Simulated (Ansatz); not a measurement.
The cell is COD entry 1509145, as deposited and not checked against the literature; nothing was relaxed.

A run of Ansatz 0.2.0 printed the following.

```
Ag: projections on atomic orbitals take those of the free atom 1s2 2s2 2p6 3s2 3p6 3d10 4s2 4p6 4d10 5s1, of charge +0.00 (hamiltonian.pseudopotentials.projection_atoms)
LAPW: plane waves up to 8.386 Å⁻¹, error target 2.5e-4 eV per atom; small_component_spin mean_spin; Ag in spheres of 1.465 Å, 19 of its electrons in bands, Dirac shells []
Engine: ansatz 0.2.0
Pseudopotentials: kind: all_electron
Pseudopotential: Ag, LAPW, valence charge 19, Koelling and Harmon's equation, gaussian nucleus
Functional definition: PBE
  parameter kappa = 0.804
  parameter beta = 0.06672455060314922
  exchange = pbe_x(kappa = kappa, mu = beta*pi^2/3)
  correlation = pbe_c(beta = beta)
Crystal: 2 atoms, lattice volume = 35.612 Å³
Basis set: ecut = 267.96814989724015 eV, 337 PW (Γ), exchange–correlation at level 2
Bands: 23, of which v1, the nominal top of the filled ones, is band 19 counted from 1 (18 counted from 0)
Symmetry: 24 space group operations
Space group: P63/mmc (ITA 194), of the structure as read, at distance tolerance 3.3e-5 Å
k-points: 120 of 1568
Non-local potential: Ag, projectors of the file, none
Initial density: superposition of atomic densities (chi_scale 0.1, normalization cell)
Initial wavefunctions: plane waves of lowest kinetic energy (no species holds an atomic orbital)
Functional: x = pbe(κ = 0.804, μ = 0.2195149727645171), c = pbe(β = 0.06672455060314922)
iter 1 solved again at ethr=1.86e-4 eV; its pass at ethr=1.00e-1 eV (dr2=7.06e-2 eV) is discarded
SCF iter   1: F=—  HF=-289313.039066 eV  |F-HF|=—  |Δ(HF+E_count)|=         —  Δρ=1.82e-2  dr2=7.15e-2  ethr=1.86e-4  ⟨swp⟩=3.0  Hψ=19094  notcnv=0
preconditioner: auto → Kerker (q_TF=auto, 2.758 Å⁻¹)  [metal: Δε(μ)=0.044 eV  Ē_g=10.549 eV  σ=0.050 eV  W_gap=0.21  n_scr=10 (ndim 8)  ℏωp=29.2 eV  f_vac=0.000  D(μ)=0.74/eV (n_scr^D=2)]
iter 2 solved again at ethr=8.85e-6 eV; its pass at ethr=1.86e-4 eV (dr2=3.36e-3 eV) is discarded
SCF iter   2: F=—  HF=-289312.687685 eV  |F-HF|=—  |Δ(HF+E_count)|=   3.51e-1  Δρ=3.11e-3  dr2=3.36e-3  ethr=8.85e-6  ⟨swp⟩=2.0  Hψ=15417  notcnv=0
SCF iter   3: F=—  HF=-289312.596337 eV  |F-HF|=—  |Δ(HF+E_count)|=   9.13e-2  Δρ=5.21e-3  dr2=7.98e-3  ethr=8.85e-6  ⟨swp⟩=3.0  Hψ=9582  notcnv=0
SCF iter   4: F=—  HF=-289312.593454 eV  |F-HF|=—  |Δ(HF+E_count)|=   2.88e-3  Δρ=2.21e-3  dr2=1.86e-3  ethr=8.85e-6  ⟨swp⟩=2.0  Hψ=8030  notcnv=0
SCF iter   5: F=—  HF=-289312.593906 eV  |F-HF|=—  |Δ(HF+E_count)|=   4.52e-4  Δρ=5.49e-4  dr2=1.28e-4  ethr=4.89e-6  ⟨swp⟩=2.0  Hψ=8031  notcnv=0
SCF iter   6: F=—  HF=-289312.593931 eV  |F-HF|=—  |Δ(HF+E_count)|=   2.46e-5  Δρ=1.00e-4  dr2=2.66e-6  ethr=3.36e-7  ⟨swp⟩=2.2  Hψ=8061  notcnv=0
SCF iter   7: F=—  HF=-289312.593932 eV  |F-HF|=—  |Δ(HF+E_count)|=   9.71e-7  Δρ=2.10e-5  dr2=1.69e-7  ethr=7.00e-9  ⟨swp⟩=2.1  Hψ=8046  notcnv=0
SCF iter   8: F=-289312.593932 eV  HF=-289312.593932 eV  |F-HF|=5.36e-9  |Δ(HF+E_count)|=   2.59e-8  Δρ=4.98e-6  dr2=1.07e-8  ethr=4.45e-10  ⟨swp⟩=2.2  Hψ=8057  notcnv=0
SCF 1 converged in 8 iterations: F = -289312.593932 eV  dr2 = 1.07e-8
NSCF: frozen V_eff on 113 k-points
SCF converged after 8 iterations
Free energy (F): -289312.593932 eV
Harris-Foulkes:  -289312.593932 eV  (|F-HF|=5.36e-9)
Internal energy: -289312.590083 eV  (E = F + TS)
E sigma→0 (E₀):  -289312.592007 eV
Entropy (-TS):   -0.003849 eV (-1.924 meV/atom)
Fermi energy:    17.757805 eV
--- Per-component energies (eV) ---
  E_band       = -447.413391
  E_kinetic    = 302495.497102
  E_xc         = -8133.121098
  E_electrostatic = -583674.966087  (all electrons and nuclei)
  E_smearing   = -0.003849  (= −TS)
  E_closure    = 0.000000  (closes the sum)
  E_atoms      = -289307.169094  (free atoms, spherical and without spin; not in F)
  Σ components = -289312.593932   (vs F -289312.593932, Δ=0.00e0)
  Basis errors (estimates in eV, not in F): energy 4.6e-5 per atom: plane waves 4.3e-5 (3.1e-5 summed), levels above the bands 6.0e-58, relativity 4.0e-9, radial functions 2.0e-6, core shells 3.3e-7; eigenvalues (radial functions only) 2.1e-6; not estimated: angular momenta, meshes, grids; target (lapw.basis_error) 2.5e-4; muffin-tin radii Ag 1.465 Å
--- Forces (eV/Å), atoms counted from 1 ---
  atom   1  Ag     0.00000000    -0.00000000     0.00000000
  atom   2  Ag    -0.00000000     0.00000000     0.00000000
  max |Σ_I F_I| component: 5.78e-19 eV/Å
--- Stress (GPa, compression-positive) ---
        0.605115      -0.000000       0.000000
       -0.000000       0.605115      -0.000000
        0.000000      -0.000000       0.198604
  P = ⅓ Tr σ = 0.4696 GPa (4.696 kbar)
--- Band table (eV; the first three rows and the last of 120) ---
  k-point 0: bands = ["-74.0684", "-74.0545", "-37.6105", "-37.4900", "-37.4900", "-37.4732", "-37.4690", "-37.4690", "10.3106", "11.6537", "13.1384", "13.2334", "13.2334", "13.4540", "13.4540", "13.7813", "13.7813", "14.7232", "14.7232", "17.4783", "21.1337", "33.2108", "35.0272"]
  k-point 1: bands = ["-74.0678", "-74.0550", "-37.6054", "-37.4892", "-37.4892", "-37.4785", "-37.4698", "-37.4698", "10.4287", "11.6775", "13.1154", "13.2023", "13.2023", "13.4236", "13.4236", "13.8583", "13.8583", "14.7118", "14.7118", "16.7305", "22.0819", "33.0599", "34.7680"]
  k-point 2: bands = ["-74.0663", "-74.0565", "-37.5906", "-37.4935", "-37.4869", "-37.4869", "-37.4721", "-37.4721", "10.7662", "11.7351", "13.0682", "13.1559", "13.1559", "13.3467", "13.3467", "14.0350", "14.0350", "14.6683", "14.6683", "15.4249", "23.9923", "32.5012", "33.8979"]
  k-point 119: bands = ["-74.0510", "-74.0510", "-37.5834", "-37.5834", "-37.5508", "-37.5508", "-37.5005", "-37.5005", "12.3574", "12.3574", "12.8016", "12.8016", "13.3124", "13.3124", "13.8671", "13.8671", "14.7720", "14.7720", "21.3643", "21.3643", "22.9321", "22.9321", "24.1605"]
--- Löwdin populations: 2 sites ---
  site symbol       q [e]
     0     Ag     46.8936
     1     Ag     46.8936
  spilling = 0.002264 (of n_electrons = 94.000000)
```

The cell and starting positions:

```
CELL_PARAMETERS angstrom
2.93000 0.00000 0.00000
-1.46500 2.53745 0.00000
0.00000 0.00000 4.79000
ATOMIC_POSITIONS crystal
Ag 0.33333 0.66667 0.25000
Ag 0.66667 0.33333 0.75000
```

Parts of the input that the log doesn't repeat:

```yaml
  band_path:
    path:
      - [0.0, 0.0, 0.0]
      - [0.5, 0.0, 0.0]
      - [0.3333333333, 0.3333333333, 0.0]
      - [0.0, 0.0, 0.0]
      - [0.0, 0.0, 0.5]
      - [0.5, 0.0, 0.5]
      - [0.3333333333, 0.3333333333, 0.5]
      - [0.0, 0.0, 0.5]
      - [0.5, 0.0, 0.5]
    npoints: 14
output:
  forces: true
  stress: true
  eigenvalues: true
  fatbands: true
  populations: true
  dos: { projected: true, de: 0.2, e_range: [-14, 8] }
```

(1) Write the input that produced this log.

## Answers

(1) 
```yaml
crystal:
  lattice:
    - [2.9299980804, 0.0, 0.0]
    - [-1.4649990402, 2.5374527707, 0.0]
    - [0.0, 0.0, 4.79]
  atoms:
    - { symbol: Ag, position: [0.3333333333, 0.6666666667, 0.25] }
    - { symbol: Ag, position: [0.6666666667, 0.3333333333, 0.75] }
kpoints:
  mp_grid: { grid: [14, 14, 8] }
  band_path:
    path:
      - [0.0, 0.0, 0.0]
      - [0.5, 0.0, 0.0]
      - [0.3333333333, 0.3333333333, 0.0]
      - [0.0, 0.0, 0.0]
      - [0.0, 0.0, 0.5]
      - [0.5, 0.0, 0.5]
      - [0.3333333333, 0.3333333333, 0.5]
      - [0.0, 0.0, 0.5]
      - [0.5, 0.0, 0.5]
    npoints: 14
scf:
  occupations: { method: fermi_dirac, width: 0.05 }
hamiltonian:
  xc: pbe
  pseudopotentials: { kind: all_electron, lapw: { basis_error: 0.00025 } }
output:
  forces: true
  stress: true
  eigenvalues: true
  fatbands: true
  populations: true
  dos: { projected: true, de: 0.2, e_range: [-14, 8] }
```
This is the input that was run; digits and keys that the log doesn't show could differ in an equivalent one.
